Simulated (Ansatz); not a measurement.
**Magnetic and orbital states of CrCuO$_{2}$**

We look at CrCuO$_{2}$: a measured crystal structure (space group R-3m), with 4 atoms per cell. The computed pressure is over 10 GPa in size, so the cell is far from the computed equilibrium volume (the chosen U may not suit it). Source: COD entry 8104066; the sample's temperature and pressure aren't taken into account, and it need not be the stable phase.

```yaml
crystal:
  lattice:
    - [1.48670, 0.85835, 5.70000]
    - [-1.48670, 0.85835, 5.70000]
    - [0.00000, -1.71669, 5.70000]
  atoms:
    - { symbol: Cu, position: [0.00000, 0.00000, 0.00000] }
    - { symbol: O, position: [0.10792, 0.10792, 0.10792] }
    - { symbol: O, position: [0.89208, 0.89208, 0.89208] }
    - { symbol: Cr, position: [0.50000, 0.50000, 0.50000] }
```

Numbers behind element symbols give the atom's place in this list.

Computed with DFT, PBE+U, PAW, plane waves, scalar-relativistic (Ansatz development build ahead of 0.2.0).

```
Hubbard term (Dudarev form) : U − J = 5.8 eV on Cr d; U − J = 6.7 eV on Cu d, on Löwdin-orthonormalised all-electron atomic orbitals
Plane-wave cutoff           : 420 eV
k-point mesh                : 8×8×8 (Γ-centred)
Occupations                 : Fermi–Dirac smearing, 0.02 eV
```

Site moments are integrals over atomic spheres and don't add up to the total.

A static U favours moments and orbital order; the result depends on U and need not be the measured state. With one magnetic atom in the cell its copies can only be parallel; orders in a larger cell may lie lower.

Machine: 2 threads of Arm Neoverse V2 (shared host).

Plain SCF: the run stops at the first self-consistent solution. By default the program goes on after convergence only on a hint of a lower state. The standard search may start further SCF runs from other orders; the lowest state can still be missed. With a search on, the program may also reshape the start on open shells. Ends within 0.2 meV/atom and 0.1 μB count as one state.

State 1 (lowest found): spin-polarised on one atom of the cell, site moments Cu1 0.00, Cr4 2.52 μB, total 3.00 μB per cell, a gap of 2.62 eV on the k-mesh; pressure 10.8 GPa. Reached from:
- parallel moments, plain SCF [Cu1 1.00, Cr4 3.00 μB]: 17 iterations, 8.8 s
- parallel moments, default search for lower states [Cu1 1.00, Cr4 3.00 μB]: 17 iterations, 8.9 s
- the moments in brackets, standard search for lower states [Cu1 1.00, Cr4 3.00 μB]: 17 iterations, 9.7 s
- the moments in brackets, symmetry off, plain SCF [Cu1 1.00, Cr4 3.00 μB]: 17 iterations, 58 s
- the moments in brackets, symmetry off, default search [Cu1 1.00, Cr4 3.00 μB]: 17 iterations, 60 s
- whole orbital fillings typed, random choice 2 of orbitals (Cu1 5 up 5 down, Cr4 4 up 0 down), symmetry off, plain SCF [spin density started apart from these, at Cu1 1.00, Cr4 3.00 μB]: 23 iterations, 78 s
- spin on, no moments given (the program may seed its own), plain SCF: 16 iterations, 9 s
- opposed moments +-, default search for lower states [Cu1 1.00, Cr4 -3.00 μB]: 16 iterations, 7.7 s
- opposed moments +-, plain SCF [Cu1 1.00, Cr4 -3.00 μB]: 16 iterations, 7.5 s
- whole orbital fillings typed, random choice 1 of orbitals (Cu1 5 up 4 down, Cr4 4 up 0 down), symmetry off, plain SCF [spin density started apart from these, at Cu1 1.00, Cr4 3.00 μB]: 22 iterations, 62 s
- a moment on one site alone, plain SCF [Cr4 3.00 μB]: 14 iterations, 8.3 s
- whole orbital fillings typed, random choice 3 of orbitals (Cu1 5 up 5 down, Cr4 3 up 0 down), symmetry off, plain SCF [spin density started apart from these, at Cu1 1.00, Cr4 3.00 μB]: 23 iterations, 71 s
- parallel moments scaled by 0.1, plain SCF [Cu1 0.10, Cr4 0.30 μB]: 17 iterations, 7.4 s
- usual moments times 0.4, signs +-, plain SCF [Cu1 0.40, Cr4 -1.20 μB]: 15 iterations, 7.5 s

State 2, 1036 meV/atom higher: non-magnetic (no spin polarisation), no gap on the k-mesh; pressure 5.6 GPa. Reached from:
- no spin polarisation: 16 iterations, 4.2 s

15 runs converged, to 2 different states. Switching spin polarisation off costs 1036 meV/atom. A lower state, such as a non-collinear one or one in a larger cell, can't be excluded.
